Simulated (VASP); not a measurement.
# InPd (Pm-3m) in VASP: further runs

The runs below take InPd through single point, with r2SCAN.

All numbers are computed with VASP 6.6.1; they aren't measurements. Logs are shortened: lines on timing, memory, paths and dates and some standing lists are left out, and cuts for length are marked.

## 1. Starting point

Symmetry: Pm-3m, No. 221, cubic system. Conventional cell: a = 3.272 Å, b = 3.272 Å, c = 3.272 Å, α = 90.00°, β = 90.00°, γ = 90.00°. Around In (site symmetry m-3m) lie 8 Pd at 2.83 Å. Around Pd (site symmetry m-3m) lie 8 In at 2.83 Å.

The cell comes from a database or a generator and needn't be the stable form of this composition.

## 2. Single point, r2SCAN

Input file INCAR:

```
  PREC = Accurate
  ENCUT = 400
  EDIFF = 1E-6
  ISMEAR = 0
  SIGMA = 0.4
  LREAL = F
  LASPH = T
  NELM = 100
  ALGO = Normal
  ISIF = 2
  LWAVE = F
  LCHARG = F
  METAGGA = R2SCAN
  LMIXTAU = T
  ADDGRID = F
```

Input file KPOINTS:

```
regular mesh
0
Gamma
  10 10 10
```

Input file POSCAR:

```
InPd
1.0
    3.2718847800      0.0000000000      0.0000000000
    0.0000000000      3.2718847800      0.0000000000
    0.0000000000      0.0000000000      3.2718847800
In Pd
1 1
Direct
    0.0076950000     -0.0345290000      0.0307480000
    0.5133770000      0.5169540000      0.5028010000
```

Potentials or basis: VASP PAW PBE potentials, release 64 (In_d, Pd).

Started as:

```console
> cat potpaw_PBE.64/In_d/POTCAR potpaw_PBE.64/Pd/POTCAR > POTCAR
> mpirun -np 1 vasp_std > vasp.out
```

OUTCAR:

```text
PREC = Accurate
   ENCUT = 400
   EDIFF = 1E-6
   ISMEAR = 0
   LREAL = F
   LASPH = T
   NELM = 100
   ISIF = 2
   METAGGA = R2SCAN

 Found    504 irreducible k-points:

 Following reciprocal coordinates:
            Coordinates               Weight
  0.000000  0.000000  0.000000      1.000000
  0.100000  0.000000  0.000000      2.000000
  0.000000  0.100000  0.000000      2.000000
  0.000000  0.000000  0.100000      2.000000
  0.200000  0.000000  0.000000      2.000000
  0.000000  0.200000  0.000000      2.000000
   k-points           NKPTS =    504   k-points in BZ     NKDIM =    504   number of bands    NBANDS=     15
   number of dos      NEDOS =    301   number of ions     NIONS =      2
   total plane-waves  NPLWV =  13824
   dimension x,y,z NGX =    24 NGY =   24 NGZ =   24
   dimension x,y,z NGXF=    48 NGYF=   48 NGZF=   48
   ions per type =               1   1
   NGX,Y,Z   is equivalent  to a cutoff of  12.19, 12.19, 12.19 a.u.
   NGXF,Y,Z  is equivalent  to a cutoff of  24.39, 24.39, 24.39 a.u.
 SYSTEM =  unknown system
   PREC   = accura    normal or accurate (medium, high low for compatibility)
   ISTART =      0    job   : 0-new  1-cont  2-samecut
   ICHARG =      2    charge: 1-file 2-atom 10-const
   ISPIN  =      1    spin polarized calculation?
   LNONCOLLINEAR =      F non collinear calculations
   LSORBIT =      F    spin-orbit coupling
   LASPH  =      T    aspherical Exc in radial PAW
   ENCUT  =  400.0 eV  29.40 Ry    5.42 a.u.   5.34  5.34  5.34*2*pi/ulx,y,z
   NELM   =    100;   NELMIN=  2; NELMDL= -5     # of ELM steps
   EDIFF  = 0.1E-05   stopping-criterion for ELM
   LREAL  =      F    real-space projection
   EDIFFG = 0.1E-04   stopping-criterion for IOM
   NSW    =      0    number of steps for IOM
   IBRION =     -1    ionic relax: 0-MD 1-quasi-New 2-CG
   NFREE  =      0    steps in history (QN), initial steepest desc. (CG)
   ISIF   =      2    stress and relaxation
   ISYM   =      2    0-nonsym 1-usesym 2-fastsym
   POTIM  = 0.5000    time-step for ionic-motion
   TEBEG  =    0.0;   TEEND  =   0.0 temperature during run
   PSTRESS=    0.0 pullay stress
   NELECT =      23.0000    total number of electrons
   NUPDOWN=      -1.0000    fix difference up-down
   EMIN   =  10.00;   EMAX   =-10.00  energy-range for DOS
   EFERMI =   0.00;   METHOD = LEGACY
   ISMEAR =     0;   SIGMA  =   0.40  broadening in eV -4-tet -1-fermi 0-gaus
   EFERMI_NEDOS =   21; number of points for ismear=-14 and -15
   IALGO  =     38    algorithm
   IMIX   =      4    mixing-type and parameters
     AMIX     =   0.40;   BMIX     =  1.00
     AMIX_MAG =   1.60;   BMIX_MAG =  1.00
  volume/ion in A,a.u.               =      17.51       118.18
  Fermi-wavevector in a.u.,A,eV,Ry     =   1.422938  2.688964 27.548447  2.024754
  Thomas-Fermi vector in A             =   2.543589
   LORBIT       =      0    0 simple, 1 ext, 2 COOP (PROOUT), +10 PAW based schemes
   METAGGA = R2SCAN    functional components
   LHFCALC =     F    Hartree Fock is set to
   AEXX    =    0.0000 exact exchange contribution
   IVDW    =     0    specifies the selected vdW correction
   LEPSILON=     F    determine dielectric tensor
   LRPA    =     F    only Hartree local field effects (RPA)
 non-spin polarized calculation
 Gauss-broadening in eV      SIGMA  =   0.40
  energy-cutoff  :      400.00
  volume of cell :       35.03
 maximum number of plane-waves:       656
 NGX is ok and might be reduce to    24
   NGX = 11   NGY = 11   NGZ = 11

 number of electron      23.0000015 magnetization

 Free energy of the ion-electron system (eV)
  ---------------------------------------------------
  ext. energy  EPLUGINS =         0.00000000
  ---------------------------------------------------
  free energy    TOTEN  =       -46.59180233 eV

  energy without entropy =      -46.54116503  energy(sigma->0) =      -46.56648368

 E-fermi :  10.5155     XC(G=0): -13.2333

 val. band max:       10.4492746796   @ k =   0.0000  -0.3000   0.1000
 cond. band min:      10.5158867755   @ k =   0.5000  -0.4000   0.3000
 fundamental gap:      0.0666120959
 Fermi energy:        10.5154950410

 k-point     1 :       0.0000    0.0000    0.0000
  band No.  band energies     occupation
      1      -5.1517      2.00000
      2      -5.1501      2.00000
      3      -4.7403      2.00000
      4      -4.7230      2.00000
      5      -4.7165      2.00000
      6      -0.0424      2.00000
      7       6.3406      2.00000
      8       6.3592      2.00000
      9       7.9678      2.00000
     10       7.9748      2.00000
     11       7.9801      2.00000
     12      14.9404      0.00000
     13      14.9795      0.00000
     14      15.0783      0.00000
     15      20.4097      0.00000

 k-point     2 :       0.1000    0.0000    0.0000
  band No.  band energies     occupation
      1      -5.1451      2.00000
      2      -5.1159      2.00000
      3      -4.7507      2.00000
      4      -4.7279      2.00000
      5      -4.7207      2.00000
      6       0.1240      2.00000
      7       6.3481      2.00000
      8       6.3841      2.00000
      9       7.8485      2.00000
     10       7.8687      2.00000
     11       7.9738      2.00000
     12      13.8210      0.00000
     13      15.3057      0.00000
     14      15.3971      0.00000
     15      20.6627      0.00000

 k-point     3 :       0.0000    0.1000    0.0000
  band No.  band energies     occupation
      1      -5.1460      2.00000
      2      -5.1153      2.00000
      3      -4.7447      2.00000
      4      -4.7340      2.00000
      5      -4.7200      2.00000
      6       0.1232      2.00000
      7       6.3617      2.00000
      8       6.3694      2.00000
      9       7.8549      2.00000
     10       7.8598      2.00000
     11       7.9694      2.00000
     12      13.9235      0.00000
     13      15.2642      0.00000
     14      15.3009      0.00000
     15      20.7771      0.00000

 k-point     4 :       0.0000    0.0000    0.1000
  band No.  band energies     occupation
      1      -5.1455      2.00000
      2      -5.1157      2.00000
      3      -4.7474      2.00000
      4      -4.7341      2.00000
      5      -4.7176      2.00000
      6       0.1238      2.00000
      7       6.3505      2.00000
      8       6.3814      2.00000
      9       7.8519      2.00000
     10       7.8647      2.00000
     11       7.9722      2.00000
     12      13.8509      0.00000
     13      15.2679      0.00000
     14      15.3955      0.00000
     15      20.6831      0.00000

 k-point     5 :       0.2000    0.0000    0.0000
  band No.  band energies     occupation
      1      -5.1313      2.00000
      2      -5.0230      2.00000
      3      -4.7779      2.00000
      4      -4.7577      2.00000
      5      -4.7144      2.00000
      6       0.6207      2.00000
      7       6.3647      2.00000
      8       6.3918      2.00000
      9       7.5706      2.00000
     10       7.6050      2.00000
     11       7.9652      2.00000
     12      11.8638      0.00000
     13      16.1949      0.00000
     14      16.2586      0.00000
     15      20.7541      0.00000

 k-point     6 :       0.0000    0.2000    0.0000
  band No.  band energies     occupation
      1      -5.1312      2.00000
      2      -5.0242      2.00000
      3      -4.7678      2.00000
      4      -4.7625      2.00000
      5      -4.7176      2.00000
      6       0.6173      2.00000
      7       6.3717      2.00000
      8       6.3815      2.00000
      9       7.5759      2.00000
     10       7.5867      2.00000
     11       7.9538      2.00000
     12      11.9347      0.00000
     13      16.1590      0.00000
     14      16.1815      0.00000
     15      20.8697      0.00000

 [... further k-points ...]

------------------------ aborting loop because EDIFF is reached ----------------------------------------

  FORCE on cell =-STRESS in cart. coord.  units (eV):
  Direction    XX          YY          ZZ          XY          YZ          ZX
  --------------------------------------------------------------------------------------
  -------------------------------------------------------------------------------------
  Total        0.5302184      0.2708245      0.4496100      0.0703333     -0.3346672     -0.0412328
  in kB       24.2533282     12.3880965     20.5661281      3.2171948    -15.3083965     -1.8860767
  external PRESSURE =      19.0691843 kB  Pullay stress =       0.0000000 kB

 VOLUME and BASIS-vectors are now :
 -----------------------------------------------------------------------------
  energy-cutoff  :      400.00
  volume of cell :       35.03
      direct lattice vectors                 reciprocal lattice vectors
     3.271884780  0.000000000  0.000000000     0.305634234  0.000000000  0.000000000
     0.000000000  3.271884780  0.000000000     0.000000000  0.305634234  0.000000000
     0.000000000  0.000000000  3.271884780     0.000000000  0.000000000  0.305634234

 POSITION                                       TOTAL-FORCE (eV/Angst)
 -----------------------------------------------------------------------------------
      0.02518      3.15891      0.10060         0.089515      0.712364     -0.422147
      1.67971      1.69141      1.64511        -0.089515     -0.712364      0.422147
 -----------------------------------------------------------------------------------
    total drift:                                0.001067      0.001872     -0.000354

  FREE ENERGIE OF THE ION-ELECTRON SYSTEM (eV)
  ---------------------------------------------------
  free  energy   TOTEN  =       -46.5918023298 eV

  energy  without entropy=      -46.5411650303  energy(sigma->0) =      -46.56648368
```

It took 3.4 min on 1 thread of Intel Xeon 6975P-C (Granite Rapids), shared host; peak memory 0.31 GiB.

The run converged, but some of its settings lie outside the range that counts as converged, so its numbers aren't taken as properties of the crystal.

Results:

```yaml
Free_energy: -46.5918 eV
Pressure: 1.9 GPa
Largest_force: 0.833 eV/Å
Band_gap_on_the_k_mesh: none (metal or under the smearing width)
```

Caveat: the PAW data sets were made with another functional, which shifts forces and pressure a little.

## 3. Single point, r2SCAN

INCAR, as its differences from that of step 2:

```diff
@@ -4,3 +4,3 @@
   ISMEAR = 0
-  SIGMA = 0.4
+  SIGMA = 0.2
   LREAL = F
```

KPOINTS is that of step 2.

Input file POSCAR:

```
InPd
1.0
    3.2718847800      0.0000000000      0.0000000000
    0.0000000000      3.2718847800      0.0000000000
    0.0000000000      0.0000000000      3.2718847800
In Pd
1 1
Direct
    0.0000000000      0.0000000000      0.0000000000
    0.5000000000      0.5000000000      0.5000000000
```

Potentials or basis: VASP PAW PBE potentials, release 64 (In_d, Pd).

Started as:

```console
> cat potpaw_PBE.64/In_d/POTCAR potpaw_PBE.64/Pd/POTCAR > POTCAR
> mpirun -np 1 vasp_std > vasp.out
```

Run time: 29 s. Hardware: 1 thread of Intel Xeon 6975P-C (Granite Rapids), shared host; peak memory 0.15 GiB.

The run converged, but some of its settings lie outside the range that counts as converged, so its numbers aren't taken as properties of the crystal.

Results:

- Free energy: -46.6490 eV
- Pressure: 0.0 GPa
- Band gap on the k mesh: none (metal or under the smearing width)

Caveat: the PAW data sets were made with another functional, which shifts forces and pressure a little.

## 4. For comparison

An earlier run on the cell as given: functional PBE; potentials or basis VASP PAW PBE potentials, release 64 (In_d, Pd); cutoff 520 eV; k mesh 8 × 8 × 8; occupations fermi-dirac, width 0.05 eV; no spin polarisation.

- Pressure: 3.7 GPa
- Band gap on the k mesh: none (metal or under the smearing width)
